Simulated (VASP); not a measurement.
# Ta: kinetic-energy density

Ta, Im-3m (no. 229), 1 atom in the cell. PBE; PAW potentials Ta_pv (PBE set).

## Input

INCAR:
```
SYSTEM = Ta
PREC = Accurate
ENCUT = 520
EDIFF = 1E-7
ISMEAR = 1
SIGMA = 0.1
LREAL = .FALSE.
LASPH = .TRUE.
ALGO = Normal
NELM = 100
ISIF = 2
LWAVE = .FALSE.
LCHARG = .TRUE.
LTAU = .TRUE.
```

KPOINTS:
```
k-points
0
Gamma
  9 9 9
```

POSCAR:
```
Ta
1.0
   -1.6512800000      1.6512800000      1.6512800000
    1.6512800000     -1.6512800000      1.6512800000
    1.6512800000      1.6512800000     -1.6512800000
Ta
1
Direct
    0.0000000000      0.0000000000      0.0000000000
```

Commands:
```
cat potpaw_PBE.64/Ta_pv/POTCAR > POTCAR
mpirun -np 1 vasp_std > vasp.out
```

## Result

- Kinetic energy of the pseudo orbitals (eV): 195.73

VASP 6.6.1 took 3.9 s on 1 core (Intel Xeon Platinum 8488C (Sapphire Rapids)), a shared host.
